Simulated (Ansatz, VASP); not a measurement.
# Cross-check of BN (Qingsongite) between VASP and Ansatz, part 2 of 2

Wanted: the spread between two codes on one cell, functional and k mesh. The cell is a member of a volume series, scaled by 1.015 from a relaxed one, so a pressure remains.

VASP 6.6.1 and Ansatz 0.2.0.

So far: Starting point; VASP: single point, HSE06, volume scaled by 1.015.

**3. Ansatz: single point, HSE06, volume scaled by 1.015**

Level of this step: Ansatz beside VASP: Kohn-Sham DFT, plane waves, HSE06 (Ansatz).

Ansatz runs on its default PAW (the set named soft_2) files.

The same cell, functional, mesh and smearing now go to Ansatz, which takes its cutoff from its data sets.

The input, input.yaml:

```yaml
crystal:
  lattice:
    - [0.0, 1.80786466, 1.80786466]
    - [1.80786466, 0.0, 1.80786466]
    - [1.80786466, 1.80786466, 0.0]
  atoms:
    - { symbol: "N", position: [0.75, 0.75, 0.75] }
    - { symbol: B, position: [0.0, 0.0, 0.0] }
hamiltonian:
  xc: { exchange: pbe, correlation: pbe, exx: { coeff: 0.25, omega: 0.2 } }
  pseudopotentials: { kind: paw }
kpoints:
  mp_grid: { grid: [7, 7, 7] }
scf:
  occupations: { method: gaussian, width: 0.03 }
  n_extra_bands: 4
output:
  forces: true
  stress: true
  eigenvalues: true
  write_density: true
  write_potential: true
  elf: true
  volumetric_format: npy
```

Launch:

```
$ ansatz run input.yaml --threads 4 --pin off --max-ram 9216MiB --backend cpu --events-out ev --progress --plain --runs-dir out
```

Numbers of over 12 decimals in the logs are rounded to 6 here.

The program printed:

```text
Warning: output.stress: scf.convergence.dr2_threshold = 1e-7 eV (the SCF's general default) is looser than the 2e-10 eV advised for a printed stress (1e-10 eV for each atom of the cell: 2). What an SCF threshold leaves in a stress goes as its square root, and in the free energy as the threshold itself, and one threshold admits the most on a small cell: [figures from the program's tests cut] Set scf.convergence.dr2_threshold to 2e-10 eV or tighter. The threshold is an SCF's pass mark: one that does not reach it within its budget of iterations ends unconverged, or closes short of it on a stop that the run arms, and scf.convergence.dr2_threshold's page says what that costs each kind of run
Warning: output.stress: scf.exx.energy_threshold = 1e-6 eV is looser than the 2e-8 eV advised for a stress under a hybrid functional (1e-8 eV for each atom of the cell: 2). Every SCF of the exchange loop can meet its threshold on dr2 while the loop round them stops early: no threshold on dr2 bounds what that leaves in the stress. Set scf.exx.energy_threshold to 2e-8 eV or tighter. The threshold is the loop's pass mark: a loop that does not reach it within its budget of cycles ends unconverged, and scf.exx.energy_threshold's page has the law
scf.n_extra_bands = 4 over 4 filled bands (N_el = 8.0): the run solves 8 bands
Engine: ansatz 0.2.0, aarch64-unknown-linux-gnu
Pseudopotentials: kind: paw
Pseudopotential: N, paw, valence charge 5, recommended cutoff 420 eV (normal), N.paw.azcp
Pseudopotential: B, paw, valence charge 3, recommended cutoff 420 eV (normal), B.paw.azcp
Functional definition: unnamed
  parameter a_1 = 0.25
  parameter omega_1 = 0.2/angstrom
  exchange = pbe_x + (-a_1)*pbe_x_sr(omega_1) + a_1*exact_x_sr(omega_1)
  correlation = pbe_c
Crystal: 2 atoms, lattice volume = 11.818 Å³
Basis set: ecut = 420 eV, 259 PW (Γ), exchange–correlation on 36×36×36 points (8 copies of the dense FFT grid, shifted against one another)
Bands: 8, of which v1, the nominal top of the filled ones, is band 4 counted from 1 (3 counted from 0)
Symmetry: 24 space group operations
Space group: F-43m (ITA 216), of the structure as read, at distance tolerance 2.3e-5 Å
k-points: 20 of 343 (time reversal used)
Non-local potential: N, projectors of the file, l = 0: 2, l = 1: 2, l = 2: 1
Non-local potential: B, projectors of the file, l = 0: 2, l = 1: 2, l = 2: 1
PAW form: soft (Blöchl's): semilocal exchange-correlation on the pseudo side does not see the compensation charge
PAW frozen core: N, regenerated for the run's functional, and the local potential with it (the file was generated under x = pbe(κ = 0.804, μ = 0.219515), c = pbe(β = 0.066725))
PAW frozen core: B, regenerated for the run's functional, and the local potential with it (the file was generated under x = pbe(κ = 0.804, μ = 0.219515), c = pbe(β = 0.066725))
PAW one-centre angular grid: N, 110 points (default); XC on 64 Gauss nodes
PAW one-centre angular grid: B, 110 points (default); XC on 64 Gauss nodes
Initial density: superposition of atomic densities (neutral atoms: chi_scale 0, normalization atom), corrected by the library's trained network
Initial wavefunctions: pseudopotential atomic-orbital guess
Functional: x = pbe(κ = 0.804, μ = 0.219515), c = pbe(β = 0.066725), warm-up for x = pbe(κ = 0.804, μ = 0.219515) + 0.25 (exact − pbe) at short range (hse, ω = 0.2 Å⁻¹), c = pbe(β = 0.066725)
SCF iter   1: F=—  HF=-542.274291 eV  |F-HF|=—  |Δ(HF+E_count)|=         —  Δρ=1.58e-3  dr2=1.43e-4  ethr=1.77e-3  ⟨swp⟩=2.0  Hψ=1022  notcnv=0
preconditioner: auto → none  [insulator: Δε(μ)=4.723 eV  Ē_g=20.000 eV  σ=0.030 eV  W_gap=1.00  n_scr=0 (ndim 8)  ℏωp=30.6 eV  f_vac=0.000  D(μ)=0.00/eV (n_scr^D=0)]
SCF iter   2: F=-542.274494 eV  HF=-542.274437 eV  |F-HF|=5.61e-5  |Δ(HF+E_count)|=   1.47e-4  Δρ=8.23e-4  dr2=2.06e-5  ethr=1.78e-6  ⟨swp⟩=2.1  Hψ=246  notcnv=0  defer=1
SCF 1 stopped early in 2 iterations: F = -542.274494 eV  dr2 = 2.06e-5
  greatest PAW one-centre occupation: 0.787 electrons in one spin orbital (limit 2), on the N atom at site 0 (counted from 0), in its partial waves of l = 0
Initial density: handed on by an earlier stage of this run
Initial wavefunctions: those handed on with the density
Functional: x = pbe(κ = 0.804, μ = 0.219515) + 0.25 (exact − pbe) at short range (hse, ω = 0.2 Å⁻¹), c = pbe(β = 0.066725)
Exchange kernel: α = 0.2500, screened, ω = 0.2000 Å⁻¹, Wigner–Seitz truncation, v(0) = 1118.5021 eV·Å³, q-mesh 7×7×7, nearest image of the exchange supercell L = 17.90 Å, pair-density grid 12×12×12, without the augmentation charges, whose exchange is taken in its separable form by FFT convolution over the k-point mesh (sized by the pseudopotential files, 15×15×15 at the most), smooth part of the exact exchange by density-matrix convolution
Frozen-core exchange: fock
SCF iter   1: F=—  HF=-542.454065 eV  |F-HF|=—  |Δ(HF+E_count)|=         —  Δρ=9.36e-3  dr2=4.93e-3  ethr=2.58e-6  ⟨swp⟩=5.3  Hψ=748  notcnv=0
preconditioner: auto → none  [insulator: Δε(μ)=6.042 eV  Ē_g=22.665 eV  σ=0.030 eV  W_gap=1.00  n_scr=0 (ndim 8)  ℏωp=30.6 eV  f_vac=0.000  D(μ)=0.00/eV (n_scr^D=0)]
SCF iter   2: F=—  HF=-542.452143 eV  |F-HF|=—  |Δ(HF+E_count)|=   1.92e-3  Δρ=4.27e-3  dr2=8.90e-4  ethr=2.58e-6  ⟨swp⟩=3.0  Hψ=401  notcnv=0
SCF iter   3: F=—  HF=-542.453892 eV  |F-HF|=—  |Δ(HF+E_count)|=   1.75e-3  Δρ=1.42e-3  dr2=2.04e-4  ethr=2.58e-6  ⟨swp⟩=3.0  Hψ=351  notcnv=0
SCF iter   4: F=—  HF=-542.453831 eV  |F-HF|=—  |Δ(HF+E_count)|=   6.06e-5  Δρ=5.23e-4  dr2=3.11e-5  ethr=2.47e-6  ⟨swp⟩=3.0  Hψ=297  notcnv=0
iter 5 solved again at ethr=6.47e-9 eV; its pass at ethr=3.11e-7 eV (dr2=5.18e-7 eV) is discarded
SCF iter   5: F=-542.453822 eV  HF=-542.453823 eV  |F-HF|=2.66e-7  |Δ(HF+E_count)|=   8.75e-6  Δρ=8.86e-5  dr2=2.02e-6  ethr=6.47e-9  ⟨swp⟩=3.0  Hψ=588  notcnv=0
eigensolver tolerance schedule: the retry pair's looser diagonalisation over-reported the residual by 0.10 of it (diagonalisation noise at 0.11 of the residual, at the tolerance the schedule requests for it); recorded, not acted on — ethr = c·dr2/N_el stays at c = 1.0e-1
SCF 2 stopped early in 5 iterations: F = -542.453822 eV  dr2 = 2.02e-6
  greatest PAW one-centre occupation: 0.790 electrons in one spin orbital (limit 2), on the N atom at site 0 (counted from 0), in its partial waves of l = 0
hybrid outer 1: dexx = +2.126e-3 eV, tail = 9.28e-6 eV
Exchange kernel: α = 0.2500, screened, ω = 0.2000 Å⁻¹, Wigner–Seitz truncation, v(0) = 1118.5021 eV·Å³, q-mesh 7×7×7, nearest image of the exchange supercell L = 17.90 Å, pair-density grid 12×12×12, without the augmentation charges, whose exchange is taken in its separable form by FFT convolution over the k-point mesh (sized by the pseudopotential files, 15×15×15 at the most), smooth part of the exact exchange by density-matrix convolution
Frozen-core exchange: fock
SCF iter   1: F=—  HF=-542.453863 eV  |F-HF|=—  |Δ(HF+E_count)|=         —  Δρ=8.67e-5  dr2=7.41e-7  ethr=5.80e-7  ⟨swp⟩=3.1  Hψ=358  notcnv=0
preconditioner: auto → none  [insulator: Δε(μ)=6.084 eV  Ē_g=22.661 eV  σ=0.030 eV  W_gap=1.00  n_scr=0 (ndim 8)  ℏωp=30.6 eV  f_vac=0.000  D(μ)=0.00/eV (n_scr^D=0)]
SCF iter   2: F=—  HF=-542.453863 eV  |F-HF|=—  |Δ(HF+E_count)|=   1.82e-7  Δρ=1.40e-5  dr2=3.89e-8  ethr=8.07e-9  ⟨swp⟩=3.0  Hψ=282  notcnv=0
SCF iter   3: F=—  HF=-542.453863 eV  |F-HF|=—  |Δ(HF+E_count)|=   1.57e-7  Δρ=1.53e-5  dr2=2.59e-8  ethr=1.00e-10  ⟨swp⟩=3.1  Hψ=397  notcnv=0
SCF iter   4: F=-542.453863 eV  HF=-542.453863 eV  |F-HF|=7.86e-11  |Δ(HF+E_count)|=   8.26e-9  Δρ=1.62e-6  dr2=2.31e-10  ethr=1.00e-10  ⟨swp⟩=3.0  Hψ=310  notcnv=0
SCF 3 converged in 4 iterations: F = -542.453863 eV  dr2 = 2.31e-10
  Residual-converged pass: ⟨swp⟩=2.4  Hψ=247  notcnv=0  max |occ|·‖R‖ = 1.8e-6 eV (tolerance 2.4e-6 eV)  dr2=2.35e-10  dr2_onsite=1.41e-11  max |Δocc| = 0.0e0
hybrid outer 2: dexx = +1.789e-7 eV, tail = 2.21e-9 eV, Δε = 1.66e-3 eV (about 3.08e-5 eV left of the loop's levels)
hybrid SCF converged: 2 outer / 9 inner (+2 warm-up), last move |dexx| = 1.79e-7 eV, tail = 2.21e-9 eV
Stability not checked: this state was not tested for a lower state beside it, because the functional holds exact exchange (a hybrid, or Hartree-Fock), whose exchange loop this test does not read (fock_operator; see scf.lower_state_search)
Free energy (F): -542.453863 eV
Frozen-core exchange: fock
Harris-Foulkes:  -542.453863 eV  (|F-HF|=7.86e-11)
Internal energy: -542.453863 eV  (E = F + TS)
E sigma→0 (E₀):  -542.453863 eV
Fermi energy:    13.335628 eV
--- Per-component energies (eV) ---
  E_band       = 13.611005
  E_kinetic    = 185.560123
  E_local      = -174.270775  (includes V_loc(G=0)·N_el)
  E_nonlocal   = 55.487810
  E_hartree    = 49.099359
  E_xc         = -75.553123
  E_vxc        = -93.066504  (∫ρ·V_xc dr)
  E_exx        = -19.673686  (= α·E_x^exact, valence–valence)
  E_paw        = -204.756591  (= ΣΔE_a)
  E_vpaw       = -18.951108  (= ΣTr[D̂ρ^β])
  E_aug_tail   = 0.000103  (compensation charges beyond the density's cutoff)
  E_ewald      = -358.312361
  E_core_change = -0.034723  (= ΣΔE_core)
  E_smearing   = -0.000000  (= −TS)
  E_closure    = 0.000000  (closes the sum)
  Σ components = -542.453863   (vs F -542.453863, Δ=-1.14e-13)
--- Forces (eV/Å), atoms counted from 1 ---
  atom   1  N      0.00000000    -0.00000000     0.00000000
  atom   2  B     -0.00000000     0.00000000     0.00000000
  max |Σ_I F_I| component: 5.46e-16 eV/Å
--- Stress (GPa, compression-positive) ---
       -6.366692      -0.000000      -0.000000
       -0.000000      -6.366692       0.000000
       -0.000000       0.000000      -6.366692
  P = ⅓ Tr σ = -6.3667 GPa (-63.667 kbar)
--- Band table (eV; the first three rows and the last of 20) ---
  k-point 0: bands = ["-11.8000", "10.2941", "10.2941", "10.2941", "20.8840", "20.8840", "20.8840", "22.4165"]
  k-point 1: bands = ["-11.2681", "7.7606", "9.7836", "9.7836", "21.2808", "21.6507", "21.6507", "24.0613"]
  k-point 2: bands = ["-9.7477", "3.1896", "8.8632", "8.8632", "21.7782", "22.6844", "22.6844", "26.4476"]
  k-point 19: bands = ["-5.6695", "1.6334", "2.2260", "4.8130", "20.7493", "25.4039", "27.0750", "28.3274"]
```

Run time: 3.2 s. Hardware: 4 threads of Arm Neoverse V1, shared host; peak memory 0.54 GiB.

The run ends at a pressure of -6.37 GPa.

**4. Comparison**

Known differences besides the potentials themselves: exact exchange at q = 0 is treated differently, which shows on coarse meshes; VASP keeps PBE cores, Ansatz makes them for the functional; the cutoff is 420 eV in Ansatz and 520 eV in VASP; VASP takes a coarser grid for exact exchange (PRECFOCK = Fast). Total energies have different zeros and are not compared.

Compared:

| quantity | Ansatz | VASP | difference |
| --- | --- | --- | --- |
| pressure (GPa) | -6.37 | -5.87 | -0.49 |
| pressure without Ansatz's Pulay correction (GPa) | -7.21 | -5.87 | -1.33 |
| gap on the k mesh (eV) | 6.083 | 6.069 | +0.014 |

A gap on the mesh is an upper bound, since the band edges may lie between its points. Ansatz's pressure holds a Pulay correction of 0.84 GPa; VASP's holds none.

**5. Outcome**

| Item | Value |
| --- | --- |
| difference in gap on the k mesh (single point, HSE06, volume scaled by 1.015) | 0.014 eV |

What this shows: The difference in gap on the k mesh is 0.014 eV (single point, HSE06, volume scaled by 1.015), within the 0.08 eV picked in this series as the mark of a large difference. Such differences can come from data sets, numerical settings and the points named under the comparisons, not from the functional's error against experiment.

[Lines on the potential files, build, host, timing and source positions are cut from VASP's logs without a mark.]

[Logs are printed without paths, hosts, clocks, repeated set-up lines and the standing remarks that a program may print on its own settings, such as how far it seeks lower states.]

[Hosts, paths, dates, database ids (printed as entryN), source tags and the programs' standing remarks are cut or masked in the printed files.]
